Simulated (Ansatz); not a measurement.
# Cu: the cost of one run

Computed with Ansatz 0.2.0 (DFT PBEsol, scalar-relativistic, plane waves, PAW, unless a step's input says otherwise).

**1. The starting structure**

The structure is cubic, space group Pm-3n (No. 223). Conventional cell: a = 4.527 Å, b = 4.527 Å, c = 4.527 Å, α = 90.00°, β = 90.00°, γ = 90.00°. Cu (site symmetry m-3) has 12 Cu at 2.53 Å as nearest neighbours. Cu (site symmetry -4m2) is surrounded by 6 Cu at 2.26 to 2.53 Å.

Coordinates:

```
CELL_PARAMETERS angstrom
4.52747 0.00000 0.00000
0.00000 4.52747 0.00000
0.00000 0.00000 4.52747
ATOMIC_POSITIONS crystal
Cu 0.50000 0.50000 0.50000
Cu 0.00000 0.00000 0.00000
Cu 0.25000 0.00000 0.50000
Cu 0.50000 0.25000 0.00000
Cu 0.50000 0.75000 0.00000
Cu 0.75000 0.00000 0.50000
Cu 0.00000 0.50000 0.75000
Cu 0.00000 0.50000 0.25000
```

This is candidate A: beta-tungsten (A15) type (Pm-3n, No. 223).

(A quick probe on a coarse mesh, which set the mesh and smearing, is not shown.)

**3. Full relaxation (candidate A)**

input.yaml

```yaml
crystal:
  lattice:
    - [4.5274688734, 0.0, 0.0]
    - [0.0, 4.5274688734, 0.0]
    - [0.0, 0.0, 4.5274688734]
  atoms:
    - { symbol: Cu, position: [0.5, 0.5, 0.5] }
    - { symbol: Cu, position: [0.0, 0.0, 0.0] }
    - { symbol: Cu, position: [0.25, 0.0, 0.5] }
    - { symbol: Cu, position: [0.5, 0.25, 0.0] }
    - { symbol: Cu, position: [0.5, 0.75, 0.0] }
    - { symbol: Cu, position: [0.75, 0.0, 0.5] }
    - { symbol: Cu, position: [0.0, 0.5, 0.75] }
    - { symbol: Cu, position: [0.0, 0.5, 0.25] }
basis:
  ecutwfc: 420
kpoints:
  mp_grid: { grid: [8, 8, 8] }
hamiltonian:
  xc: pbesol
scf:
  occupations: { method: gaussian, width: 0.1 }
output:
  forces: true
  stress: true
  eigenvalues: true
relax:
  adjacent_minimum: "off"
  f_tol: 0.01
  max_steps: 80
  cell: { stress_tol: 0.05 }
```

Q: Estimate wall time and peak memory on 1 thread of an Arm CPU, shared host.

About 63 s, with a peak of 0.57 GiB.
